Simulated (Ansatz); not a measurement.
## S started on a Pb site in rocksalt PbS, 64 atoms, charge +3

Computed with DFT, PBEsol, PAW, plane waves (Ansatz 0.2.0).

Command:

```sh
ansatz run in.yaml --threads 8 --pin off --max-ram 118750MiB --runs-dir r --events-out ev --progress --plain --backend cuda --devices 0, --max-vram 170GiB
```

The input less its lattice and atoms (starting moments on atoms near the defect: 1 μB in all):

```yaml
crystal:
  symmetry: { detect: false }
kpoints:
  mp_grid: { grid: [1, 1, 1], shift: [0.25, 0.25, 0.25] }
hamiltonian:
  xc: pbesol
total_charge: 3
magnetization:
  spin_polarized: true
scf:
  occupations: { method: fermi_dirac, width: 0.01 }
relax:
  f_tol: 0.03
  max_steps: 80
  escape_saddle: false
  adjacent_minimum: "off"
output:
  forces: true
  eigenvalues: true
  populations: true
  charged_corrections: { epsilon: 170 }
```

Start:

```
S Pb
1.0
    11.80000    0.00000    0.00000
     0.00000   11.80000    0.00000
     0.00000    0.00000   11.80000
S Pb
33 31
Direct
  0.25013 0.99960 0.99909
  0.25019 0.00151 0.49875
  0.24929 0.50080 0.99866
  0.25243 0.50108 0.49966
  0.74694 0.99998 0.99857
  0.75296 0.99893 0.49937
  0.75258 0.49851 0.99857
  0.74964 0.50204 0.50213
  0.99813 0.24991 0.00114
  0.99943 0.24869 0.50218
  0.00261 0.75386 0.99766
  0.99899 0.74794 0.49893
  0.50019 0.25009 0.00060
  0.49998 0.24841 0.49928
  0.49998 0.75124 0.99909
  0.50010 0.74933 0.50116
  0.99950 0.00262 0.24852
  0.99873 0.99641 0.74760
  0.99968 0.49822 0.24682
  0.99869 0.50013 0.74847
  0.50455 0.00077 0.24752
  0.50414 0.99758 0.74936
  0.50191 0.50029 0.24777
  0.50081 0.50011 0.75141
  0.50109 0.50265 0.49807
  0.25039 0.24811 0.25209
  0.25093 0.24964 0.75469
  0.24753 0.74634 0.25053
  0.25366 0.74936 0.75202
  0.75095 0.24883 0.25280
  0.74684 0.25140 0.75195
  0.75155 0.74870 0.25022
  0.75033 0.74874 0.74995
  0.00250 0.99998 0.00061
  0.00229 0.00195 0.49936
  0.00069 0.49860 0.00091
  0.99935 0.49960 0.49877
  0.49906 0.99690 0.00094
  0.49819 0.00114 0.49881
  0.50173 0.50027 0.99903
  0.25219 0.24993 0.00092
  0.24949 0.25065 0.49938
  0.25244 0.74715 0.99923
  0.25021 0.74946 0.49991
  0.74754 0.24971 0.00044
  0.74925 0.25092 0.49739
  0.75189 0.75274 0.00069
  0.74414 0.74950 0.50194
  0.25085 0.99943 0.24984
  0.24556 0.00080 0.75057
  0.25272 0.49923 0.25126
  0.24979 0.49999 0.75029
  0.75048 0.00161 0.25311
  0.75079 0.99983 0.74983
  0.75022 0.49972 0.24901
  0.75080 0.50058 0.74926
  0.00228 0.24988 0.25209
  0.99805 0.25170 0.75120
  0.99735 0.74828 0.25038
  0.00109 0.75159 0.75035
  0.49880 0.24966 0.24969
  0.50203 0.24916 0.75139
  0.49935 0.75294 0.25205
  0.49805 0.75023 0.75165
```

Steps:

| step | energy less the first (eV) | largest force component (eV/Å) |
| --- | --- | --- |
| start | 0.000 | 0.256 |
| 1 | -0.126 | 0.304 |
| 2 | -0.350 | 0.832 |
| 3 | -0.838 | 1.708 |
| 4 | -1.345 | 0.983 |
| 5 | -1.551 | 0.613 |
| 6 | -1.794 | 0.937 |
| 7 | -1.933 | 1.210 |
| 8 | -2.080 | 0.053 |
| 9 | -2.080 | 0.052 |
| 10 | -2.086 | 0.034 |
| 11 | -2.088 | 0.024 |

A structure on the way, about -0.35 eV from the start:

```xyz
64
Lattice="11.8000 0.0000 0.0000 0.0000 11.8000 0.0000 0.0000 0.0000 11.8000" Properties=species:S:1:pos:R:3 pbc="T T T"
S     2.9544    0.0096   11.7987
S     2.9987   11.7898    5.9019
S     2.9924    5.9047   11.7868
S     3.0865    5.9161    5.9068
S     8.8425   11.7875   11.7918
S     8.8164    0.0152    5.8906
S     8.8088    5.8901    0.0255
S     8.7365    5.8847    5.8893
S     0.0084    2.9696   11.7963
S    11.7965    2.9685    5.8979
S    11.7848    8.8375   11.7978
S     0.0284    8.7974    5.8945
S     5.9084    2.9858   11.7837
S     5.9230    2.9514    5.9127
S     5.9010    8.8116    0.0019
S     5.9027    8.7314    5.8704
S     0.0068   11.7978    2.9545
S     0.0165   11.7926    8.8446
S    11.7938    5.9127    2.9832
S     0.0084    5.8767    8.8158
S     5.8981   11.7794    2.9848
S     5.9042    0.0040    8.8151
S     5.9120    5.9103    2.9851
S     5.8834    5.8788    8.8519
S     5.8668    6.0969    5.8568
S     2.9573    2.9465    2.9583
S     2.9418    2.9440    8.8508
S     2.9690    8.8481    2.9577
S     2.9525    8.8435    8.8546
S     8.8499    2.9464    2.9562
S     8.8533    2.9448    8.8666
S     8.8540    8.8443    2.9394
S     8.8592    8.8489    8.8456
Pb    0.0103   11.7927    0.0156
Pb   11.7968    0.0052    5.9126
Pb   11.7989    5.8903    0.0192
Pb   11.7974    5.9120    5.9126
Pb    5.9102   11.7878    0.0034
Pb    5.8929   11.7887    5.9197
Pb    5.9083    5.8927    0.0045
Pb    2.9517    2.9422   11.7803
Pb    2.9638    2.9443    5.8940
Pb    2.9285    8.8502   11.7953
Pb    2.9430    8.8482    5.8951
Pb    8.8663    2.9335   11.7918
Pb    8.8516    2.9374    5.8913
Pb    8.8658    8.8644    0.0001
Pb    8.8590    8.8508    5.8991
Pb    2.9366    0.0073    2.9463
Pb    2.9386    0.0044    8.8659
Pb    2.9631    5.9192    2.9533
Pb    2.9536    5.8935    8.8621
Pb    8.8575    0.0068    2.9515
Pb    8.8541   11.7990    8.8599
Pb    8.8555    5.9098    2.9458
Pb    8.8428    5.8979    8.8587
Pb    0.0067    2.9451    2.9387
Pb    0.0018    2.9486    8.8541
Pb    0.0033    8.8561    2.9559
Pb   11.7943    8.8596    8.8670
Pb    5.8999    2.9465    2.9539
Pb    5.9058    2.9442    8.8522
Pb    5.9073    8.8500    2.9376
Pb    5.8845    8.8456    8.8528
```

End:

```xyz
64
Lattice="11.8000 0.0000 0.0000 0.0000 11.8000 0.0000 0.0000 0.0000 11.8000" Properties=species:S:1:pos:R:3 pbc="T T T"
S     2.9473   11.7870    0.0004
S     2.9444    0.0351    5.8983
S     3.0138    5.8910    0.0347
S     3.4043    6.0280    5.9390
S     8.8468   11.7959    0.0063
S     8.8503   11.7918    5.9096
S     8.8992    5.8993    0.0223
S     9.0468    5.8992    5.9084
S     0.0054    2.9551   11.7933
S     0.0092    2.9528    5.8917
S     0.0152    8.8544    0.0018
S    11.7647    8.8595    5.9056
S     5.9016    2.9024   11.7765
S     5.9024    2.7515    5.8911
S     5.9118    8.7846   11.7777
S     5.7721    8.3978    5.8652
S     0.0087   11.7930    2.9402
S     0.0105   11.7907    8.8613
S     0.0391    5.8969    2.9717
S     0.0406    5.8980    8.9027
S     5.9017   11.7735    2.9012
S     5.9060   11.7528    8.8355
S     5.9238    5.9085    2.9119
S     5.9119    5.8688    8.9328
S     5.4217    6.3809    5.8425
S     2.9613    2.9669    2.9468
S     2.9615    2.9621    8.8503
S     2.9518    8.8526    2.9555
S     2.9515    8.8480    8.8453
S     8.8658    2.9374    2.9424
S     8.8661    2.9336    8.8571
S     8.8387    8.8391    2.9554
S     8.8368    8.8358    8.8596
Pb   11.7800    0.0196   11.7981
Pb   11.7383    0.0629    5.9025
Pb   11.7634    5.8764   11.7960
Pb   11.7401    5.8757    5.8942
Pb    5.9259    0.0373   11.7942
Pb    5.9256    0.0581    5.9038
Pb    5.9177    5.8799    0.0077
Pb    2.9638    2.9204    0.0016
Pb    2.9956    2.8759    5.9000
Pb    2.9177    8.8857    0.0013
Pb    2.7748    9.0247    5.9014
Pb    8.8573    2.9455   11.7995
Pb    8.8556    2.9444    5.9006
Pb    8.8816    8.8368    0.0008
Pb    8.9248    8.8072    5.8996
Pb    2.9539    0.0296    2.9217
Pb    2.9464    0.0262    8.8825
Pb    2.9597    5.9015    2.8724
Pb    2.9703    5.9012    8.9617
Pb    8.8533    0.0093    2.9499
Pb    8.8544    0.0029    8.8474
Pb    8.8300    5.8953    2.9549
Pb    8.8176    5.8772    8.8183
Pb   11.7970    2.9478    2.9526
Pb   11.7961    2.9504    8.8511
Pb   11.7766    8.8600    2.9206
Pb   11.7762    8.8419    8.8799
Pb    5.9213    2.9782    2.9875
Pb    5.9110    2.9690    8.8486
Pb    5.9035    8.8518    2.8449
Pb    5.9030    8.8236    8.9283
```

Self-consistency was reached.

Time: 17 s of wall time on one NVIDIA GB200 with 8 processor threads, on a host shared with other runs; peak host memory 2.1 GiB.

Q: How much energy did the relaxation gain, and which atom moved most?

A: 2.09 eV in 11 steps, from a start with small random displacements; atom 25 (S) moved 0.67 Å, the median atom 0.05 Å (drift of the whole cell removed).

The moment started at 1 μB and ended at 0.0 μB; no other spin state is shown. The program warned that the state may not be the lowest. The one k point has no symmetry partners, which can distort the end along one axis.
